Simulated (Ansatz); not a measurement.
Runs of Ansatz 0.2.0 on FeO (Wuestite). It takes space group R-3m (No. 166, trigonal). Conventional cell: a = 3.038 Å, b = 3.038 Å, c = 7.559 Å, α = 90.00°, β = 90.00°, γ = 120.00°. Fe (site symmetry -3m) is surrounded by 6 O at 2.16 Å. O (site symmetry -3m) is surrounded by 6 Fe at 2.16 Å. 

```csv
task,level,potentials or basis,spin,cell,k mesh,cutoff (eV),smearing,points for each segment of the path,driver,broadening,mesh quality,gap on the mesh (eV),pressure (GPa),moment (μB),V0 of scaled cells (Å³/atom),B0 (GPa)
equation of state,HSE06,Ansatz PAW,"collinear, ferromagnetic start",as given,6 × 6 × 6,420,fermi-dirac 0.05 eV,-,-,-,coarse,-,-,-,9.74,(a)
single point,PBEsol0,Ansatz PAW,"collinear, ferromagnetic start",as given,6 × 6 × 6,420,fermi-dirac 0.05 eV,-,-,-,coarse,none,-,4.00,-,-
equation of state,PBE,Ansatz PAW soft_1,"collinear, ferromagnetic start",as given,11 × 11 × 11,420,fermi-dirac 0.05 eV,-,-,-,not flagged,-,-,-,(c),185
band structure,BLYP+D3(BJ),JTH PAW,"collinear, ferromagnetic start",as given,11 × 11 × 11,1380,gaussian 0.02 eV,14,-,-,not flagged,none,-1.4,4.00,-,-
equation of state,PBEsol,Ansatz PAW,"collinear, ferromagnetic start",as given,11 × 11 × 11,420,fermi-dirac 0.05 eV,-,-,-,not flagged,-,-,-,(b),208
band structure,PBEsol,Ansatz PAW,"collinear, ferromagnetic start",as given,11 × 11 × 11,420,fermi-dirac 0.05 eV,14,-,-,not flagged,none,-9.4,4.00,-,-
single point,PBE,Ansatz PAW,"collinear, ferromagnetic start","another cell of the same crystal, with 2 atoms",11 × 11 × 11,420,gaussian 0.05 eV,-,-,-,not flagged,none,-1.2,4.00,-,-
optical spectrum,BLYP+D3(BJ)+ATM,PseudoDojo standard,"collinear, random start",as given,11 × 11 × 11,1225,gaussian 0.15 eV,-,chain,0.2 eV,not flagged,none,-,4.00,-,-
```

Question: Fill in the values left out.

Answer: (a) 201; (b) 9.57; (c) 10.01.

Caveats: some runs use coarse meshes; a cell with one magnetic atom can't hold antiferromagnetic order, which such compounds often take (some runs); the PAW data sets come from PBE, with cores solved anew for the run's functional, which leaves a small shift of forces and pressure (some runs); semilocal functionals often make such compounds metallic where correlation or magnetic order opens a gap, which also shifts bond lengths (some runs); the cell was scaled at fixed shape and fractional positions, which overstates the stiffness of a crystal with free parameters, most of all of layers and chains (some runs); the magnetic or orbital state may not be the lowest (some runs); the potentials were made for another functional, which shifts forces and pressure (some runs); pairwise dispersion overbinds metals, which lowers pressure and volume (some runs).

A k mesh can miss the band edges.

A gap of «none» marks a metal or a gap under the smearing width.

Not every run made on this cell is shown here.
